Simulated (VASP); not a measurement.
# Sn in VASP: notebook

Runs on Sn. Level: PBE. Tasks: single point.

Everything below comes from runs of VASP 6.6.1. Logs are shortened: lines on timing, memory, paths and dates and some standing lists are left out, and cuts for length are marked.

**1. Starting point**

The cell holds a sheet with vacuum, 1 atom: a = 3.173 Å, b = 3.987 Å, c = 14.000 Å, α = 90.00°, β = 90.00°, γ = 90.00°.

The cell was built by a generator and needn't be a form met in nature.

**2. Single point, PBE**

Contents of INCAR:

```
SYSTEM = Sn
PREC = Accurate
ENCUT = 520
EDIFF = 1E-6
ISMEAR = 0
SIGMA = 0.1
LREAL = .False.
LASPH = .True.
NELM = 80
ALGO = Normal
ISIF = 2
LWAVE = .False.
LCHARG = .False.
LDIPOL = .True.
IDIPOL = 3
DIPOL = 0.5 0.5 0.500
GGA = PE
NBANDS = 13
```

Contents of KPOINTS:

```
Automatic mesh
0
Gamma
  6 4 1
  0 0 0
```

Contents of POSCAR:

```
Sn
1.0
    3.1727640000      0.0000000000      0.0000000000
    0.0000000000      3.9871020000      0.0000000000
    0.0000000000      0.0000000000     14.0000000000
Sn
1
Direct
    0.0000000000      0.0000000000      0.5000000000
```

Potentials or basis: VASP PAW PBE potentials, release 64 (Sn_d).

Command:

```bash
$ cat potpaw_PBE.64/Sn_d/POTCAR > POTCAR
$ mpirun -np 1 vasp_std > vasp.out
```

OUTCAR:

```text
SYSTEM = Sn
   PREC = Accurate
   ENCUT = 520
   EDIFF = 1E-6
   ISMEAR = 0
   LREAL = .False.
   LASPH = .True.
   NELM = 80
   ISIF = 2
   GGA = PE

 ion  position               nearest neighbor table
   1  0.000  0.000  0.500-

  LATTYP: Found a simple orthorhombic cell.
 ALAT       =     3.1727640000
 B/A-ratio  =     1.2566651664
 C/A-ratio  =     4.4125563704

  Lattice vectors:

 A1 = (   3.1727640000,   0.0000000000,   0.0000000000)
 A2 = (   0.0000000000,   3.9871020000,   0.0000000000)
 A3 = (   0.0000000000,   0.0000000000,  14.0000000000)

Analysis of symmetry for initial positions (statically):
=====================================================================
 Subroutine PRICEL returns:
 Original cell was already a primitive cell.

 Routine SETGRP: Setting up the symmetry group for a
 simple orthorhombic supercell.

 Subroutine GETGRP returns: Found  8 space group operations
 (whereof  8 operations were pure point group operations)
 out of a pool of  8 trial point group operations.

The static configuration has the point symmetry D_2h.

Analysis of symmetry for dynamics (positions and initial velocities):
=====================================================================
 Subroutine PRICEL returns:
 Original cell was already a primitive cell.

 Routine SETGRP: Setting up the symmetry group for a
 simple orthorhombic supercell.

 Subroutine GETGRP returns: Found  8 space group operations
 (whereof  8 operations were pure point group operations)
 out of a pool of  8 trial point group operations.

The dynamic configuration has the point symmetry D_2h.

 Subroutine INISYM returns: Found  8 space group operations
 (whereof  8 operations are pure point group operations),
 and found     1 'primitive' translations

----------------------------------------------------------------------------------------

                                     Primitive cell

  volume of cell :     177.1019

  direct lattice vectors                    reciprocal lattice vectors
     3.172764000  0.000000000  0.000000000     0.315182598  0.000000000  0.000000000
     0.000000000  3.987102000  0.000000000     0.000000000  0.250808733  0.000000000
     0.000000000  0.000000000 14.000000000     0.000000000  0.000000000  0.071428571

  length of vectors
     3.172764000  3.987102000 14.000000000     0.315182598  0.250808733  0.071428571

[... 78 lines left out ...]
   EMIN   =  10.00;   EMAX   =-10.00  energy-range for DOS
   EFERMI =   0.00;   METHOD = LEGACY
   ISMEAR =     0;   SIGMA  =   0.10  broadening in eV -4-tet -1-fermi 0-gaus
   EFERMI_NEDOS =   21; number of points for ismear=-14 and -15
   IALGO  =     38    algorithm
   IMIX   =      4    mixing-type and parameters
     AMIX     =   0.40;   BMIX     =  1.00
     AMIX_MAG =   1.60;   BMIX_MAG =  1.00
  volume/ion in A,a.u.               =     177.10      1195.14
  Fermi-wavevector in a.u.,A,eV,Ry     =   0.702603  1.327727  6.716523  0.493651
  Thomas-Fermi vector in A             =   1.787347
   LORBIT       =      0    0 simple, 1 ext, 2 COOP (PROOUT), +10 PAW based schemes
   GGA     = PE    functional components
   LHFCALC =     F    Hartree Fock is set to
   AEXX    =    0.0000 exact exchange contribution
   IVDW    =     0    specifies the selected vdW correction
   LEPSILON=     F    determine dielectric tensor
   LRPA    =     F    only Hartree local field effects (RPA)
 non-spin polarized calculation
 Gauss-broadening in eV      SIGMA  =   0.10
  energy-cutoff  :      520.00
  volume of cell :      177.10
 maximum number of plane-waves:      4798
 NGX is ok and might be reduce to    24
   NGX = 11   NGY = 15   NGZ = 53

 dipolmoment           0.000000      0.000000     -0.000000 electrons x Angstroem

 number of electron      14.0000000 magnetization

 dipolmoment           0.000000      0.000000      0.000000 electrons x Angstroem

 Free energy of the ion-electron system (eV)
  ---------------------------------------------------
  ext. energy  EPLUGINS =         0.00000000
  ---------------------------------------------------
  free energy    TOTEN  =        -2.50582800 eV

  energy without entropy =       -2.48362651  energy(sigma->0) =       -2.49472725

 E-fermi :  -2.4950     XC(G=0):  -2.9056

 val. band max:       -2.5776082695   @ k =   0.1667   0.2500   0.0000
 cond. band min:      -2.4661122090   @ k =   0.1667   0.2500   0.0000
 fundamental gap:      0.1114960604
 Fermi energy:        -2.4949657042

 k-point     1 :       0.0000    0.0000    0.0000
  band No.  band energies     occupation
      1     -24.1849      2.00000
      2     -24.1014      2.00000
      3     -24.0885      2.00000
      4     -24.0221      2.00000
      5     -24.0038      2.00000
      6     -10.4892      2.00000
      7      -3.3883      2.00000
      8      -0.4072      0.00000
      9       0.9448      0.00000
     10       2.1059      0.00000
     11       2.5553      0.00000
     12       3.5125      0.00000
     13       4.2626      0.00000
[... 162 lines left out ...]
  band No.  band energies     occupation
      1     -24.1019      2.00000
      2     -24.0908      2.00000
      3     -24.0869      2.00000
      4     -24.0765      2.00000
      5     -23.9327      2.00000
      6      -6.8688      2.00000
      7      -4.1989      2.00000
      8      -2.0030      0.00000
      9      -0.0531      0.00000
     10       1.8273      0.00000
     11       4.0594      0.00000
     12       5.0388      0.00000
     13       5.7087      0.00000

------------------------ aborting loop because EDIFF is reached ----------------------------------------

 vacuum level on the upper side and lower side of the slab       (xc-potential included)        -0.128        -0.128

  FORCE on cell =-STRESS in cart. coord.  units (eV):
  Direction    XX          YY          ZZ          XY          YZ          ZX
  --------------------------------------------------------------------------------------
  -------------------------------------------------------------------------------------
  Total       -2.2339555     -2.0905436     -0.0099437      0.0000000      0.0000000      0.0000000
  in kB      -20.2097970    -18.9124003     -0.0899572      0.0000000      0.0000000      0.0000000
  external PRESSURE =     -13.0707182 kB  Pullay stress =       0.0000000 kB

 VOLUME and BASIS-vectors are now :
 -----------------------------------------------------------------------------
  energy-cutoff  :      520.00
  volume of cell :      177.10
      direct lattice vectors                 reciprocal lattice vectors
     3.172764000  0.000000000  0.000000000     0.315182598  0.000000000  0.000000000
     0.000000000  3.987102000  0.000000000     0.000000000  0.250808733  0.000000000
     0.000000000  0.000000000 14.000000000     0.000000000  0.000000000  0.071428571

 POSITION                                       TOTAL-FORCE (eV/Angst)
 -----------------------------------------------------------------------------------
      0.00000      0.00000      7.00000         0.000000      0.000000      0.000000
 -----------------------------------------------------------------------------------
    total drift:                                0.000000      0.000000      0.000000

  FREE ENERGIE OF THE ION-ELECTRON SYSTEM (eV)
  ---------------------------------------------------
  free  energy   TOTEN  =        -2.5058279973 eV

  energy  without entropy=       -2.4836265107  energy(sigma->0) =       -2.49472725

 vacuum level on the upper side and lower side of the slab         1.889         1.889
```

It took 25 s on 1 thread of Intel Xeon Platinum 8488C (Sapphire Rapids), shared host; peak memory 0.24 GiB.

What came out:

```yaml
Free_energy: -2.5058 eV
Band_gap_on_the_k_mesh: none (metal or under the smearing width)
```

Levels at points of the mesh, in eV from the Fermi level:
| k point | band 4 | band 5 | band 6 | band 7 | band 8 | band 9 | band 10 | band 11 |
| --- | --- | --- | --- | --- | --- | --- | --- | --- |
| (0.00, 0.00, 0.00) | -21.53 | -21.51 | -7.99 | -0.89 | 2.09 | 3.44 | 4.60 | 5.05 |
| (0.50, 0.00, 0.00) | -21.59 | -21.45 | -5.20 | -2.40 | 1.62 | 4.30 | 5.02 | 7.10 |
| (0.00, 0.50, 0.00) | -21.53 | -21.51 | -7.21 | -1.94 | 0.06 | 4.24 | 5.58 | 6.06 |
| (0.50, 0.50, 0.00) | -21.58 | -21.44 | -4.37 | -1.70 | 0.49 | 2.44 | 4.32 | 6.55 |

Caveat: the k mesh is coarse (spacing up to 0.39 Å⁻¹), so the values aren't converged.

**3. Single point, PBE**

Contents of INCAR:

```
  PREC = Accurate
  ENCUT = 520
  EDIFF = 1E-7
  ISMEAR = 0
  SIGMA = 0.1
  LREAL = False
  LASPH = True
  NELM = 60
  ALGO = Normal
  ISIF = 2
  LWAVE = False
  LCHARG = True
  LDIPOL = True
  IDIPOL = 3
  DIPOL = 0.5 0.5 0.500
  GGA = PE
  LELF = True
  LVHAR = True
  LVACPOTAV = True
  NBANDS = 13
```

Contents of KPOINTS:

```
Automatic mesh
0
Gamma
  6 4 1
```

POSCAR is that of step 2.

Potentials or basis: VASP PAW PBE potentials, release 64 (Sn_d).

Command:

```bash
$ cat potpaw_PBE.64/Sn_d/POTCAR > POTCAR
$ mpirun -np 1 vasp_std > vasp.out
```

Wall time 27 s (1 thread of Intel Xeon Platinum 8488C (Sapphire Rapids), shared host); peak memory 0.25 GiB.

It converged, with:

| Property | Result |
| --- | --- |
| Free energy | -2.5058 eV |
| Band gap on the k mesh | none (metal or under the smearing width) |
| Work function of the upper face | 4.49 eV |
| Work function of the lower face | 4.49 eV |

Levels at points of the mesh, in eV from the Fermi level:
```
           k point  band 5  band 6  band 7  band 8  band 9  band 10
(0.00, 0.00, 0.00)  -21.51   -7.99   -0.89    2.09    3.44     4.60
(0.50, 0.00, 0.00)  -21.45   -5.20   -2.40    1.62    4.30     5.02
(0.00, 0.50, 0.00)  -21.51   -7.21   -1.94    0.06    4.24     5.58
(0.50, 0.50, 0.00)  -21.44   -4.37   -1.70    0.49    2.44     4.32
```

Caveat: the k mesh is coarse (spacing up to 0.39 Å⁻¹), so the values aren't converged.
